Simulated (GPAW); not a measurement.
Wanted: an ASE script for a GPAW 26.7.0 run.

```
Task                : band structure
Functional          : PBEsol
Potentials or basis : PAW data sets generated in the run's folder for this functional
Cutoff              : 600 eV
Basis               : pw
k mesh              : 9 × 9 × 9
Occupations         : fermi-dirac, width 0.05 eV
Spin                : no spin polarisation
Maxiter             : 150
Band path           : GLB1,BZGX,QFP1Z,LP
Band points         : 60
```

The system is As.

```
CELL_PARAMETERS angstrom
1.88080 1.08588 3.51406
-1.88080 1.08588 3.51406
0.00000 -2.17176 3.51406
ATOMIC_POSITIONS crystal
As 0.22600 0.22600 0.22600
As 0.77400 0.77400 0.77400
```

The input as run:

run.py

```python
from ase import Atoms
from ase.dft.bandgap import bandgap
from ase.io import write
from ase.units import GPa
from gpaw import GPAW, PW, setup_paths

setup_paths.insert(0, '.')

atoms = Atoms(['As', 'As'],
              cell=[[1.8807968987, 1.0858785957, 3.5140619945],
                    [-1.8807968987, 1.0858785957, 3.5140619945],
                    [0.0, -2.1717571915, 3.5140619945]],
              scaled_positions=[[0.226, 0.226, 0.226],
                                [0.774, 0.774, 0.774]],
              pbc=True)

calc = GPAW(mode=PW(600),
            xc='PBEsol',
            kpts={'size': (9, 9, 9), 'gamma': True},
            occupations={'name': 'fermi-dirac', 'width': 0.05},
            nbands=13,
            convergence={'density': 1e-05, 'energy': 1e-05},
            maxiter=150,
            txt='gpaw.txt')
atoms.calc = calc
energy = atoms.get_potential_energy()
forces = atoms.get_forces()
stress = atoms.get_stress()
calc.write('gs.gpw')
write('result.traj', atoms)
print(f'Energy: {energy:.6f} eV')
print('Forces (eV/A):')
print(forces.round(4))
print('Stress (GPa):', (stress / GPa).round(3))
print('Fermi level:', round(calc.get_fermi_level(), 4), 'eV')
print(f'Gap: {bandgap(calc)[0]:.4f} eV, direct: {bandgap(calc, direct=True)[0]:.4f} eV')

path = atoms.cell.bandpath('GLB1,BZGX,QFP1Z,LP', npoints=60, eps=1e-4)
bs_calc = calc.fixed_density(kpts=path, symmetry='off', nbands=23,
                             convergence={'bands': 'CBM+6.0', 'eigenstates': 1e-6}, txt='bands.txt')
bs = bs_calc.band_structure()
bs.write('bs.json')
print(f'Gap on the path: {bandgap(bs_calc)[0]:.4f} eV')
```

Potentials or basis: PAW data sets generated in the run's folder for this functional, pw.

Launch:

```bash
$ gpaw-setup -f PBEsol As
$ OMP_NUM_THREADS=1 python run.py
```

It gave:

- Pressure: 0.5 GPa
- Largest force: 0.425 eV/Å
- Band gap along the path: none (metal or under the smearing width)

It took 31 s on 1 thread of Intel(R) Xeon(R) Platinum 8488C (Sapphire Rapids) (shared host), peak memory 0.24 GiB.
